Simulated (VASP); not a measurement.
# Ni (Fd-3m) in VASP: notebook

Runs on Ni. Level: PBEsol. Tasks: single point.

Program: VASP 6.6.1. These are calculated values, not measurements. Logs are shortened: lines on timing, memory, paths and dates and some standing lists are left out, and cuts for length are marked.

## Step 1: The crystal as given

It takes space group Fd-3m (No. 227, cubic). The conventional cell has a = 5.003 Å, b = 5.003 Å, c = 5.003 Å, α = 90.00°, β = 90.00°, γ = 90.00°. Around Ni (site symmetry -43m) lie 4 Ni at 2.17 Å.

This isn't the form of Ni at room conditions, which is fcc.

## Step 2: Single point, PBEsol

The input, INCAR:

```
  PREC = Accurate
  ENCUT = 520
  EDIFF = 1E-6
  ISMEAR = -1
  SIGMA = 0.1
  LREAL = False
  LASPH = True
  NELM = 60
  ALGO = Normal
  ISIF = 2
  LWAVE = False
  LCHARG = False
  GGA = PS
  NBANDS = 17
```

The input, KPOINTS:

```
regular mesh
0
Gamma
  18 18 18
```

The input, POSCAR:

```
Ni
1.0
    0.0000000000      2.5015151266      2.5015151266
    2.5015151266      0.0000000000      2.5015151266
    2.5015151266      2.5015151266      0.0000000000
Ni
2
Direct
    0.1250000000      0.1250000000      0.1250000000
    0.8750000000      0.8750000000      0.8750000000
```

Potentials or basis: VASP PAW PBE potentials, release 64 (Ni).

Command:

```
cat potpaw_PBE.64/Ni/POTCAR > POTCAR
mpirun -np 1 vasp_std > vasp.out
```

OUTCAR:

```text
PREC = Accurate
   ENCUT = 520
   EDIFF = 1E-6
   ISMEAR = -1
   LREAL = False
   LASPH = True
   NELM = 60
   ISIF = 2
   GGA = PS

 ion  position               nearest neighbor table
   1  0.125  0.125  0.125-   2 2.17   2 2.17   2 2.17   2 2.17
   2  0.875  0.875  0.875-   1 2.17   1 2.17   1 2.17   1 2.17

  LATTYP: Found a face centered cubic cell.
 ALAT       =     5.0030302532

  Lattice vectors:

 A1 = (   0.0000000000,   2.5015151266,   2.5015151266)
 A2 = (   2.5015151266,   0.0000000000,   2.5015151266)
 A3 = (   2.5015151266,   2.5015151266,   0.0000000000)

Analysis of symmetry for initial positions (statically):
=====================================================================
 Subroutine PRICEL returns:
 Original cell was already a primitive cell.

 Routine SETGRP: Setting up the symmetry group for a
 face centered cubic supercell.

 Subroutine GETGRP returns: Found 48 space group operations
 (whereof 12 operations were pure point group operations)
 out of a pool of 48 trial point group operations.

The static configuration has the point symmetry D_3d.
 The point group associated with its full space group is O_h .

Analysis of symmetry for dynamics (positions and initial velocities):
=====================================================================
 Subroutine PRICEL returns:
 Original cell was already a primitive cell.

 Routine SETGRP: Setting up the symmetry group for a
 face centered cubic supercell.

 Subroutine GETGRP returns: Found 48 space group operations
 (whereof 12 operations were pure point group operations)
 out of a pool of 48 trial point group operations.

The dynamic configuration has the point symmetry D_3d.
 The point group associated with its full space group is O_h .

 Subroutine INISYM returns: Found 48 space group operations
 (whereof 12 operations are pure point group operations),
 and found     1 'primitive' translations

----------------------------------------------------------------------------------------

                                     Primitive cell

  volume of cell :      31.3069

  direct lattice vectors                    reciprocal lattice vectors
     0.000000000  2.501515127  2.501515127    -0.199878863  0.199878863  0.199878863
     2.501515127  0.000000000  2.501515127     0.199878863 -0.199878863  0.199878863
     2.501515127  2.501515127  0.000000000     0.199878863  0.199878863 -0.199878863

  length of vectors
     3.537676619  3.537676619  3.537676619     0.346200347  0.346200347  0.346200347

  position of ions in fractional coordinates (direct lattice)
     0.125000000  0.125000000  0.125000000
     0.875000000  0.875000000  0.875000000

  ion indices of the primitive-cell ions
   primitive index   ion index
                 1           1
                 2           2

----------------------------------------------------------------------------------------

 KPOINTS: regular mesh

Automatic generation of k-mesh.
 Grid dimensions read from file:
 generate k-points for:   18   18   18

 Generating k-lattice:

  Cartesian coordinates                     Fractional coordinates (reciprocal lattice)
    -0.011104381  0.011104381  0.011104381     0.055555556  0.000000000  0.000000000
     0.011104381 -0.011104381  0.011104381     0.000000000  0.055555556  0.000000000
     0.011104381  0.011104381 -0.011104381     0.000000000  0.000000000  0.055555556

  Length of vectors
     0.019233353  0.019233353  0.019233353

  Shift w.r.t. Gamma in fractional coordinates (k-lattice)
     0.000000000  0.000000000  0.000000000

 Subroutine IBZKPT returns following result:
 ===========================================

 Found    195 irreducible k-points:

 Following reciprocal coordinates:
            Coordinates               Weight
  0.000000  0.000000  0.000000      1.000000
  0.055556  0.000000  0.000000      8.000000
  0.111111  0.000000  0.000000      8.000000
  0.166667  0.000000  0.000000      8.000000
  0.222222  0.000000  0.000000      8.000000
  0.277778  0.000000  0.000000      8.000000
[... 16 lines left out ...]
 -0.277778  0.055556  0.000000     24.000000
 -0.222222  0.055556  0.000000     24.000000
 [... further k-points ...]
   k-points           NKPTS =    195   k-points in BZ     NKDIM =    195   number of bands    NBANDS=     17
   number of dos      NEDOS =    301   number of ions     NIONS =      2
   total plane-waves  NPLWV =  21952
   dimension x,y,z NGX =    28 NGY =   28 NGZ =   28
   dimension x,y,z NGXF=    56 NGYF=   56 NGZF=   56
   ions per type =               2
   NGX,Y,Z   is equivalent  to a cutoff of  13.16, 13.16, 13.16 a.u.
   NGXF,Y,Z  is equivalent  to a cutoff of  26.32, 26.32, 26.32 a.u.
 SYSTEM =  unknown system
   PREC   = accura    normal or accurate (medium, high low for compatibility)
   ISTART =      0    job   : 0-new  1-cont  2-samecut
   ICHARG =      2    charge: 1-file 2-atom 10-const
   ISPIN  =      1    spin polarized calculation?
   LNONCOLLINEAR =      F non collinear calculations
   LSORBIT =      F    spin-orbit coupling
   LASPH  =      T    aspherical Exc in radial PAW
   ENCUT  =  520.0 eV  38.22 Ry    6.18 a.u.   6.58  6.58  6.58*2*pi/ulx,y,z
   NELM   =     60;   NELMIN=  2; NELMDL= -5     # of ELM steps
   EDIFF  = 0.1E-05   stopping-criterion for ELM
   LREAL  =      F    real-space projection
   EDIFFG = 0.1E-04   stopping-criterion for IOM
   NSW    =      0    number of steps for IOM
   IBRION =     -1    ionic relax: 0-MD 1-quasi-New 2-CG
   NFREE  =      0    steps in history (QN), initial steepest desc. (CG)
   ISIF   =      2    stress and relaxation
   ISYM   =      2    0-nonsym 1-usesym 2-fastsym
   POTIM  = 0.5000    time-step for ionic-motion
   TEBEG  =    0.0;   TEEND  =   0.0 temperature during run
   PSTRESS=    0.0 pullay stress
   NELECT =      20.0000    total number of electrons
   NUPDOWN=      -1.0000    fix difference up-down
   EMIN   =  10.00;   EMAX   =-10.00  energy-range for DOS
   EFERMI =   0.00;   METHOD = LEGACY
   ISMEAR =    -1;   SIGMA  =   0.10  broadening in eV -4-tet -1-fermi 0-gaus
   EFERMI_NEDOS =   21; number of points for ismear=-14 and -15
   IALGO  =     38    algorithm
   IMIX   =      4    mixing-type and parameters
     AMIX     =   0.40;   BMIX     =  1.00
     AMIX_MAG =   1.60;   BMIX_MAG =  1.00
  volume/ion in A,a.u.               =      15.65       105.63
  Fermi-wavevector in a.u.,A,eV,Ry     =   1.409954  2.664427 27.047989  1.987971
  Thomas-Fermi vector in A             =   2.531957
   LORBIT       =      0    0 simple, 1 ext, 2 COOP (PROOUT), +10 PAW based schemes
   GGA     = PS    functional components
   LHFCALC =     F    Hartree Fock is set to
   AEXX    =    0.0000 exact exchange contribution
   IVDW    =     0    specifies the selected vdW correction
   LEPSILON=     F    determine dielectric tensor
   LRPA    =     F    only Hartree local field effects (RPA)
 non-spin polarized calculation
  energy-cutoff  :      520.00
  volume of cell :       31.31
 maximum number of plane-waves:       872
   NGX = 13   NGY = 13   NGZ = 13

 number of electron      19.9999996 magnetization

 Free energy of the ion-electron system (eV)
  ---------------------------------------------------
  ext. energy  EPLUGINS =         0.00000000
  ---------------------------------------------------
  free energy    TOTEN  =        -9.52715832 eV

  energy without entropy =       -9.32012317  energy(sigma->0) =       -9.42364075

 E-fermi :   4.8943     XC(G=0): -11.1351

 val. band max:        4.8939323908   @ k =  -0.2222   0.1111   0.0000
 cond. band min:       4.8949515771   @ k =  -0.2778   0.1667   0.0556
 fundamental gap:      0.0010191863
 Fermi energy:         4.8942821263

 k-point     1 :       0.0000    0.0000    0.0000
  band No.  band energies     occupation
      1      -1.8038      2.00000
      2       2.1169      2.00000
      3       2.1169      2.00000
      4       2.1767      2.00000
      5       2.1767      2.00000
      6       2.1767      2.00000
[... 9 lines left out ...]
     16      17.7704      0.00000
     17      17.7704      0.00000

 k-point     2 :       0.0556    0.0000    0.0000
  band No.  band energies     occupation
      1      -1.7460      2.00000
      2       2.0587      2.00000
      3       2.0587      2.00000
      4       2.1790      2.00000
      5       2.2473      2.00000
      6       2.2473      2.00000
[... 9 lines left out ...]
     16      18.3005      0.00000
     17      18.5018      0.00000

 k-point     3 :       0.1111    0.0000    0.0000
  band No.  band energies     occupation
      1      -1.5740      2.00000
      2       1.9971      2.00000
      3       1.9971      2.00000
      4       2.1870      2.00000
      5       2.3423      2.00000
      6       2.3423      2.00000
[... 9 lines left out ...]
     16      19.0170      0.00000
     17      19.0170      0.00000

 k-point     4 :       0.1667    0.0000    0.0000
  band No.  band energies     occupation
      1      -1.2922      2.00000
      2       1.9574      2.00000
      3       1.9574      2.00000
      4       2.2033      2.00000
      5       2.4258      2.00000
      6       2.4258      2.00000
[... 9 lines left out ...]
     16      19.5234      0.00000
     17      19.5234      0.00000

 k-point     5 :       0.2222    0.0000    0.0000
  band No.  band energies     occupation
      1      -0.9091      2.00000
      2       1.9429      2.00000
      3       1.9429      2.00000
      4       2.2307      2.00000
      5       2.4795      2.00000
      6       2.4795      2.00000
[... 9 lines left out ...]
     16      19.4110      0.00000
     17      19.4110      0.00000

 k-point     6 :       0.2778    0.0000    0.0000
  band No.  band energies     occupation
      1      -0.4408      2.00000
      2       1.9541      2.00000
      3       1.9541      2.00000
      4       2.2681      2.00000
      5       2.4907      2.00000
      6       2.4907      2.00000
[... 9 lines left out ...]
     16      18.9992      0.00000
     17      18.9992      0.00000

 k-point     7 :       0.3333    0.0000    0.0000
  band No.  band energies     occupation
      1       0.0842      2.00000
      2       1.9898      2.00000
      3       1.9898      2.00000
      4       2.3015      2.00000
      5       2.4584      2.00000
      6       2.4584      2.00000
[... 9 lines left out ...]
     16      18.6030      0.00000
     17      18.6030      0.00000

 k-point     8 :       0.3889    0.0000    0.0000
  band No.  band energies     occupation
      1       0.6121      2.00000
      2       2.0473      2.00000
      3       2.0473      2.00000
      4       2.2935      2.00000
      5       2.3928      2.00000
      6       2.3928      2.00000
[... 9 lines left out ...]
     16      18.3005      0.00000
     17      18.3005      0.00000
[... 203 lines left out ...]
      1       1.2463      2.00000
      2       2.0107      2.00000
      3       2.1620      2.00000
      4       2.2017      2.00000
      5       2.2937      2.00000
      6       2.3640      2.00000
[... 9 lines left out ...]
     16      18.3746      0.00000
     17      18.9493      0.00000

 k-point    20 :      -0.4444    0.0556    0.0000
  band No.  band energies     occupation
      1       1.1813      2.00000
      2       2.0606      2.00000
      3       2.0776      2.00000
      4       2.2342      2.00000
      5       2.3078      2.00000
      6       2.3763      2.00000
[... 9 lines left out ...]
     16      18.2377      0.00000
     17      18.9823      0.00000

 k-point    21 :      -0.3889    0.0556    0.0000
  band No.  band energies     occupation
      1       0.8117      2.00000
      2       1.9975      2.00000
      3       2.0994      2.00000
      4       2.2576      2.00000
      5       2.3383      2.00000
      6       2.4611      2.00000
[... 9 lines left out ...]
     16      18.2153      0.00000
     17      19.0586      0.00000

 k-point    22 :      -0.3333    0.0556    0.0000
  band No.  band energies     occupation
      1       0.3062      2.00000
      2       1.9331      2.00000
      3       2.0709      2.00000
      4       2.2813      2.00000
      5       2.3895      2.00000
      6       2.5306      2.00000
[... 9 lines left out ...]
     16      18.3082      0.00000
     17      19.1774      0.00000

 k-point    23 :      -0.2778    0.0556    0.0000
  band No.  band energies     occupation
      1      -0.2238      2.00000
      2       1.8900      2.00000
      3       2.0357      2.00000
      4       2.2666      2.00000
      5       2.4280      2.00000
      6       2.5691      2.00000
[... 9 lines left out ...]
     16      18.5066      0.00000
     17      19.3401      0.00000

 k-point    24 :      -0.2222    0.0556    0.0000
  band No.  band energies     occupation
      1      -0.7130      2.00000
      2       1.8720      2.00000
      3       2.0158      2.00000
      4       2.2362      2.00000
      5       2.4357      2.00000
      6       2.5642      2.00000
[... 9 lines left out ...]
     16      18.7578      0.00000
     17      19.5486      0.00000

 [... further k-points ...]

------------------------ aborting loop because EDIFF is reached ----------------------------------------

  FORCE on cell =-STRESS in cart. coord.  units (eV):
  Direction    XX          YY          ZZ          XY          YZ          ZX
  --------------------------------------------------------------------------------------
  -------------------------------------------------------------------------------------
  Total        0.0166355      0.0166355      0.0166355      0.0000000     -0.0000000      0.0000000
  in kB        0.8513476      0.8513476      0.8513476      0.0000000     -0.0000000      0.0000000
  external PRESSURE =       0.8513476 kB  Pullay stress =       0.0000000 kB

 VOLUME and BASIS-vectors are now :
 -----------------------------------------------------------------------------
  energy-cutoff  :      520.00
  volume of cell :       31.31
      direct lattice vectors                 reciprocal lattice vectors
     0.000000000  2.501515127  2.501515127    -0.199878863  0.199878863  0.199878863
     2.501515127  0.000000000  2.501515127     0.199878863 -0.199878863  0.199878863
     2.501515127  2.501515127  0.000000000     0.199878863  0.199878863 -0.199878863

 POSITION                                       TOTAL-FORCE (eV/Angst)
 -----------------------------------------------------------------------------------
      0.62538      0.62538      0.62538         0.000000      0.000000      0.000000
      4.37765      4.37765      4.37765        -0.000000     -0.000000     -0.000000
 -----------------------------------------------------------------------------------
    total drift:                                0.000000      0.000000     -0.000000

  FREE ENERGIE OF THE ION-ELECTRON SYSTEM (eV)
  ---------------------------------------------------
  free  energy   TOTEN  =        -9.5271583187 eV

  energy  without entropy=       -9.3201231748  energy(sigma->0) =       -9.42364075
```

It took 43 s on 1 thread of Intel Xeon 6975P-C (Granite Rapids), shared host; peak memory 0.22 GiB.

What came out:

| Quantity | Value |
| --- | --- |
| Free energy | -9.5272 eV |
| Pressure | 0.1 GPa |
| Band gap on the k mesh | none (metal or under the smearing width) |

Levels at points of the mesh, in eV from the Fermi level:
| k point | band 8 | band 9 | band 10 | band 11 | band 12 | band 13 |
| --- | --- | --- | --- | --- | --- | --- |
| (0.00, 0.00, 0.00) | -1.15 | -1.15 | -0.08 | -0.08 | 12.37 | 12.37 |
| (0.50, 0.00, 0.00) | -0.79 | -0.79 | -0.24 | -0.24 | 0.97 | 9.02 |
| (0.50, 0.50, 0.00) | -1.38 | -0.10 | -0.10 | 1.43 | 1.43 | 4.68 |

Caveat: the PAW data sets were made with another functional, which shifts forces and pressure a little; the run has no spin polarisation, though such a crystal can be magnetic. Spin polarisation is off, so any magnetic state and its effect on volume and gap are missing.

(Part 1 of 3 ends here.)
